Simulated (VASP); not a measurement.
Input of a VASP 6.6.1 run:

Contents of INCAR:

```
SYSTEM = MgO
PREC     = Accurate       ! precision mode
ENCUT    = 520            ! plane-wave cutoff, eV
EDIFF    = 1E-6           ! SCF threshold, eV
ISMEAR   = 0              ! smearing method
SIGMA    = 0.1            ! smearing width, eV
LREAL    = .False.        ! projectors in reciprocal space
LASPH    = .True.         ! aspherical terms in the spheres
NELM     = 80             ! most SCF steps
ALGO     = Fast           ! electronic algorithm
ISIF     = 2              ! what is computed and relaxed
LWAVE    = .False.        ! write WAVECAR
LCHARG   = .False.        ! write CHGCAR
GGA      = PS             ! functional
NBANDS   = 16             ! bands
```

The input KPOINTS:

```
regular mesh
0
Gamma
  6 6 4
  0 0 0
```

The input POSCAR:

```
MgO
1.0
    3.3077869865      0.0000000000      0.0000000000
   -1.6538934933      2.8646275606      0.0000000000
    0.0000000000      0.0000000000      4.9828816700
Mg O
2 2
Direct
    0.3333333300      0.6666666700      0.0021597400
    0.6666666700      0.3333333300      0.5021597400
    0.3333333300      0.6666666700      0.4024402600
    0.6666666700      0.3333333300      0.9024402600
```

Potentials or basis: VASP PAW PBE potentials, release 64 (Mg, O).

Command:

```bash
$ cat potpaw_PBE.64/Mg/POTCAR potpaw_PBE.64/O/POTCAR > POTCAR
$ mpirun -np 1 vasp_std > vasp.out
```

Estimate the band gap on the k mesh.

3.34 eV, direct.

Predict the largest force.

0.010 eV/Å.

Estimate the pressure.

0.1 GPa.

Forces on the atoms (eV/Å):
```
Mg   0.000  0.000  0.010
Mg   0.000  0.000  0.010
O    0.000  0.000 -0.010
O    0.000  0.000 -0.010
```

Caveat: the PAW data sets were made with another functional, which shifts forces and pressure a little.
